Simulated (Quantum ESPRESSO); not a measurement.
The system is BeTe.

```
Te Be
1.0
     0.00000    2.77000    2.77000
     2.77000    0.00000    2.77000
     2.77000    2.77000    0.00000
Te Be
1 1
Direct
  0.75000 0.75000 0.75000
  0.00000 0.00000 0.00000
```

Base run:

```yaml
Program: Quantum ESPRESSO 7.5
Functional: HLE16
Potentials_or_basis: SG15 PBE 1.2
Cutoff: 952 eV
Density_cutoff: 3810 eV
k_mesh: 8 × 8 × 8
Occupations: fermi-dirac, width 0.05 eV
Spin: no spin polarisation
```

Its results: band gap on the k mesh 3.00 eV, indirect (least direct gap 4.13 eV); pressure -4.8 GPa.

Q: After a change of settings the same cell gave: band gap on the k mesh 1.81 eV, indirect (least direct gap 3.60 eV); pressure -0.3 GPa. Which change was it?
A. functional from HLE16 to BLYP
B. functional from HLE16 to PBEsol
C. functional from HLE16 to r2SCAN; k mesh from 8 × 8 × 8 to 6 × 6 × 6
D. functional from HLE16 to LDA

A: D.

Caveats: the potentials were made for another functional, which shifts forces and pressure; spin-orbit coupling is left out, which moves the levels of the heavy elements; the potentials were made for a functional far from this one (some runs).

Runs at the PBE level aren't shown here.
